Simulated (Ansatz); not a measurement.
The cell is MgO (R-3m) from a database structure; cell and atoms were relaxed with r2SCAN. It is trigonal, R-3m (No. 166); conventional cell a = 2.961 Å, c = 59.240 Å, 9.37 Å³ an atom. Mg is surrounded by 6 O at 2.14 Å; Mg is surrounded by 6 O at 2.10 Å; O is surrounded by 6 Mg at 2.10 Å; O is surrounded by 6 Mg at 2.10–2.14 Å (further sites aren't listed).

```xyz
16
Lattice="1.4803 0.8547 19.7468 -1.4803 0.8547 19.7468 0.0000 -1.7093 19.7468" Properties=species:S:1:pos:R:3 pbc="T T T"
Mg    0.0000    0.0000   22.2528
Mg    0.0000    0.0000   36.9876
Mg    0.0000    0.0000   46.9363
Mg    0.0000    0.0000   12.3041
Mg    0.0000    0.0000   54.2282
Mg    0.0000    0.0000    5.0123
Mg    0.0000    0.0000   29.6202
Mg    0.0000    0.0000    0.0000
O     0.0000    0.0000    8.6581
O     0.0000    0.0000   50.5824
O     0.0000    0.0000   25.9743
O     0.0000    0.0000   33.2661
O     0.0000    0.0000   18.5350
O     0.0000    0.0000   40.7054
O     0.0000    0.0000   15.9465
O     0.0000    0.0000   43.2940
```

4 runs of the plane-wave code Ansatz on this cell differ in the functional (and in the settings that go with it). Levels are in eV from each run's valence top; v1 is the last filled band, c1 the first empty one.

Run A, mean stress 0.0 GPa (compression positive):
```
point     v2     v1    c1    c2
    Γ  -0.02  -0.01  4.99  5.80
    T  -0.04  -0.04  5.05  5.61
    L  -0.65  -0.47  7.33  7.56
   H₂  -0.50  -0.50  8.38  8.59
    F  -0.73  -0.43  7.33  7.57
```

Run B, mean stress -0.4 GPa (compression positive):
```
point     v2     v1    c1    c2
    Γ  -0.01  -0.01  5.84  6.68
    T  -0.04  -0.04  5.90  6.48
    L  -0.70  -0.50  8.22  8.45
   H₂  -0.55  -0.54  9.31  9.54
    F  -0.76  -0.46  8.21  8.46
```

Run C, mean stress +5.5 GPa (compression positive):
```
point     v2     v1    c1    c2
    Γ  -0.02  -0.01  4.17  5.00
    T  -0.04  -0.04  4.25  4.78
    L  -0.64  -0.46  6.54  6.77
   H₂  -0.49  -0.49  7.57  7.78
    F  -0.70  -0.42  6.53  6.78
```

Run D, mean stress -0.3 GPa (compression positive):
```
point     v2     v1     c1     c2
    Γ  -0.02  -0.01   6.57   7.43
    T  -0.04  -0.04   6.64   7.22
    L  -0.71  -0.51   8.96   9.21
   H₂  -0.56  -0.55  10.07  10.30
    F  -0.76  -0.47   8.96   9.21
```

**Question.** Match the runs to PBE, r2SCAN, HSE06, PBE0.

**Answer.** A is r2SCAN, B is HSE06, C is PBE, D is PBE0. In order of the gap: PBE 4.17, r2SCAN 4.99, HSE06 5.84, PBE0 6.57 eV.

No spin polarisation and no zero-point or thermal motion.

The stress of a hybrid is loosely converged in these runs.
